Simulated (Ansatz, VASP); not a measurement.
One calculation of NaCl, two programs

File POSCAR:

```
NaCl
1.0
    4.7210764991      0.0000000000      0.0000000000
   -2.3605382495      4.0885721814      0.0000000000
    0.0000000000      0.0000000000      5.5694844403
Na Cl
2 2
Direct
    0.3333333333      0.6666666667     -0.0624973265
    0.6666666667      0.3333333333      0.4375026735
    0.3333333333      0.6666666667      0.4374973265
    0.6666666667      0.3333333333      0.9374973265
```

Contents of INCAR.step1:

```
PREC = Accurate
ENCUT = 520
ISMEAR = 0
SIGMA = 0.01
LREAL = False
LASPH = True
NELM = 60
NBANDS = 22
GGA = PE
ALGO = Normal
EDIFF = 1E-4
LWAVE = True
LCHARG = False
```

INCAR.step2

```
PREC = Accurate
ENCUT = 520
EDIFF = 1E-6
ISMEAR = 0
SIGMA = 0.01
LREAL = False
LASPH = True
NELM = 60
ALGO = Normal
ISIF = 2
LWAVE = False
LCHARG = False
METAGGA = R2SCAN
LMIXTAU = True
NBANDS = 22
ISTART = 1
```

File KPOINTS:

```
regular mesh
0
Gamma
  2 2 2
```

Input for Ansatz:

```yaml
crystal:
  lattice:
    - [4.7210764991, 0.0, 0.0]
    - [-2.3605382495, 4.0885721814, 0.0]
    - [0.0, 0.0, 5.5694844403]
  atoms:
    - { symbol: Na, position: [0.3333333333, 0.6666666667, -0.0624973265] }
    - { symbol: Na, position: [0.6666666667, 0.3333333333, 0.4375026735] }
    - { symbol: Cl, position: [0.3333333333, 0.6666666667, 0.4374973265] }
    - { symbol: Cl, position: [0.6666666667, 0.3333333333, 0.9374973265] }
kpoints:
  mp_grid: { grid: [2, 2, 2] }
hamiltonian:
  xc: r2scan
scf:
  occupations: { method: fixed }
  n_extra_bands: 5
output:
  forces: true
  stress: true
  eigenvalues: true
```

Alike in both runs: task single point; functional r2SCAN; k mesh 2 × 2 × 2; no spin polarisation.

```csv
,VASP,Ansatz
version,VASP 6.6.1,Ansatz 0.2.0
potentials or method,"VASP PAW PBE potentials, release 64 (Na_pv, Cl)",plane waves
plane-wave cutoff (eV),520,500
occupations,"gaussian, width 0.01 eV",fixed
valence electrons in the cell,28,32
```

VASP gave:

* gap on the k mesh at the Fermi level (eV): 5.47
* pressure (GPa): -0.1
* largest component of the traceless stress (GPa): 0.21
* rms of the force components (eV/Å): 0.007

Which values does Ansatz return?

gap on the k mesh at the Fermi level (eV): 5.46; pressure (GPa): 0.1; largest component of the traceless stress (GPa): 0.19; rms of the force components (eV/Å): 0.000.

Atom by atom the forces differ by 0.007 eV/Å (rms over components). The two sets of potentials don't hold the same shells in valence. Ansatz warned: «structure_snapped_to_symmetry».

Caveats: the k mesh is coarse (spacing up to 0.77 Å⁻¹), so the values aren't converged; the PAW data sets were made with another functional, which shifts forces and pressure a little (VASP). r2SCAN opens gaps a little over a GGA but as a rule still falls short of measured ones.
